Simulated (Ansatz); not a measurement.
The system is Bi.

```xyz
2
Lattice="3.2384 0.0000 0.0000 0.0000 3.2216 0.0000 -0.0805 0.0000 6.4439" Properties=species:S:1:pos:R:3 pbc="T T T"
Bi    1.7022    0.0000    4.8302
Bi    1.4558    0.0000    1.6137
```

This isn't the form of Bi at room conditions, which is rhombohedral.

```yaml
Program: Ansatz 0.2.0
Task: relaxation of cell and atoms
Functional: PBEsol
Potentials_or_basis: Ansatz PAW
Cutoff: "420 eV (not typed: the program's choice for these potentials)"
k_mesh: 8 × 8 × 4
Occupations: fermi-dirac, width 0.05 eV
Spin: no spin polarisation
```

At the start: volume 33.61 Å³/atom.

Q: How do energy, volume and symmetry change on relaxing?

A: It ends after 10 steps and the volume is 33.23 Å³/atom (-1.2 %); space group P2/m (No. 10, to 0.05 Å).

Step by step:
| step | energy change (eV) | largest force (eV/Å) | volume (Å³) |
| --- | --- | --- | --- |
| 1 | 0.0000 | 0.0128 | 67.23 |
| 2 | -0.0027 | 0.0132 | 66.28 |
| 3 | -0.0039 | 0.0090 | 66.37 |
| 4 | -0.0047 | 0.0018 | 66.43 |
| 5 | -0.0050 | 0.0092 | 66.45 |
| 6 | -0.0053 | 0.0105 | 66.45 |
| 7 | -0.0054 | 0.0008 | 66.44 |
| 8 | -0.0057 | 0.0009 | 66.47 |
| 9 | -0.0057 | 0.0022 | 66.45 |
| 10 | -0.0056 | 0.0022 | 66.45 |

Final structure:
```cif
data_structure
_symmetry_space_group_name_H-M 'P 1'
_symmetry_Int_Tables_number 1
_cell_length_a 3.2199
_cell_length_b 3.2348
_cell_length_c 6.3908
_cell_angle_alpha 90.000
_cell_angle_beta 93.352
_cell_angle_gamma 90.000
_cell_volume 66.45
loop_
_atom_site_label
_atom_site_type_symbol
_atom_site_fract_x
_atom_site_fract_y
_atom_site_fract_z
_atom_site_occupancy
Bi1 Bi 0.55545 0.00000 0.74910 1
Bi2 Bi 0.44455 0.00000 0.25090 1
```

Caveat: the plane-wave basis is chosen anew once the cell has moved, so the energies of steps on either side of that aren't comparable; the PAW data sets come from PBE, with cores solved anew for the run's functional, which leaves a small shift of forces and pressure.
